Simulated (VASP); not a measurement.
Method: revPBE GGA, VASP's PBE PAW potentials (set 64) (plane waves; VASP 6.6.1).

The input files of a VASP run:

**KPOINTS**
```
Automatic mesh
0
Gamma
5 5 5
0 0 0
```

INCAR:
```
ISMEAR=-1
NELM=100   # most electronic steps
SYSTEM=NaBr
LASPH=.TRUE.
EDIFF=1E-6
ENCUT=300   # plane-wave cut-off (eV)
LCHARG=.FALSE.
SIGMA=0.05
LMAXMIX=4   # l cut-off of mixed one-centre charges
LREAL=.FALSE.
ALGO=Normal   # blocked Davidson
LWAVE=.FALSE.
PREC=Accurate
ISIF=2   # forces and stress, cell fixed
GGA=RE
```

### POSCAR
```
NaBr
1
    0.0000000000     3.0157360000     3.0157360000
    3.0157360000     0.0000000000     3.0157360000
    3.0157360000     3.0157360000     0.0000000000
Na Br
1 1
Direct
  0.0000000000   0.0000000000   0.0000000000
  0.5000000000   0.5000000000   0.5000000000
```

POTCAR, in this order: Na_pv Br (PBE.64 set). Program: vasp_std.

Output of the run:

OSZICAR:
```
       N       E                     dE             d eps       ncg     rms          rms(c)
DAV:   1     0.727813475734E+02    0.72781E+02   -0.56935E+03   228   0.828E+02
DAV:   2     0.138287920347E+00   -0.72643E+02   -0.69242E+02   229   0.214E+02
DAV:   3    -0.580050062664E+01   -0.59388E+01   -0.59199E+01   265   0.673E+01
DAV:   4    -0.589542499092E+01   -0.94924E-01   -0.94885E-01   241   0.962E+00
DAV:   5    -0.589688593323E+01   -0.14609E-02   -0.14608E-02   259   0.114E+00    0.179E+00
DAV:   6    -0.577866339865E+01    0.11822E+00   -0.20445E-01   247   0.261E+00    0.115E+00
DAV:   7    -0.577337384163E+01    0.52896E-02   -0.10862E-01   247   0.203E+00    0.626E-01
DAV:   8    -0.578147998328E+01   -0.81061E-02   -0.12594E-02   229   0.101E+00    0.119E-01
DAV:   9    -0.578151599036E+01   -0.36007E-04   -0.15357E-04   271   0.117E-01    0.712E-02
DAV:  10    -0.578170348370E+01   -0.18749E-03   -0.32746E-04   229   0.152E-01    0.189E-02
DAV:  11    -0.578170603394E+01   -0.25502E-05   -0.11773E-05   244   0.358E-02    0.218E-03
DAV:  12    -0.578170755214E+01   -0.15182E-05   -0.22800E-06   229   0.138E-02    0.992E-04
DAV:  13    -0.578170766196E+01   -0.10982E-06   -0.30127E-07   220   0.424E-03
   1 F= -.57817077E+01 E0= -.57817077E+01  d E =-.738863E-10
```

### OUTCAR
```
------------------------ aborting loop because EDIFF is reached ----------------------------------------
  FORCE on cell =-STRESS in cart. coord.  units (eV):
  Direction    XX          YY          ZZ          XY          YZ          ZX
  --------------------------------------------------------------------------------------
  Total        0.4470736      0.4470736      0.4470736     -0.0000000     -0.0000000      0.0000000
  in kB       13.0580899     13.0580899     13.0580899     -0.0000000     -0.0000000      0.0000000
  external PRESSURE =      13.0580899 kB  Pullay stress =       0.0000000 kB
  volume of cell :       54.85
      direct lattice vectors                 reciprocal lattice vectors
     0.000000000  3.015736000  3.015736000    -0.165797006  0.165797006  0.165797006
     3.015736000  0.000000000  3.015736000     0.165797006 -0.165797006  0.165797006
     3.015736000  3.015736000  0.000000000     0.165797006  0.165797006 -0.165797006
 POSITION                                       TOTAL-FORCE (eV/Angst)
 -----------------------------------------------------------------------------------
      0.00000      0.00000      0.00000        -0.000000     -0.000000     -0.000000
      3.01574      3.01574      3.01574         0.000000      0.000000      0.000000
 -----------------------------------------------------------------------------------
    total drift:                                0.000000     -0.000000     -0.000000
  FREE ENERGIE OF THE ION-ELECTRON SYSTEM (eV)
  ---------------------------------------------------
  free  energy   TOTEN  =        -5.7817076620 eV

  energy  without entropy=       -5.7817076619  energy(sigma->0) =       -5.78170766
```
(Selected blocks of OUTCAR.)

At this cut-off the stress carries a Pulay error, which pulls relaxed volumes low.

The structure comes from a computed database's NaBr entry; how it stands against other phases isn't given here. The cell was not relaxed at this level.
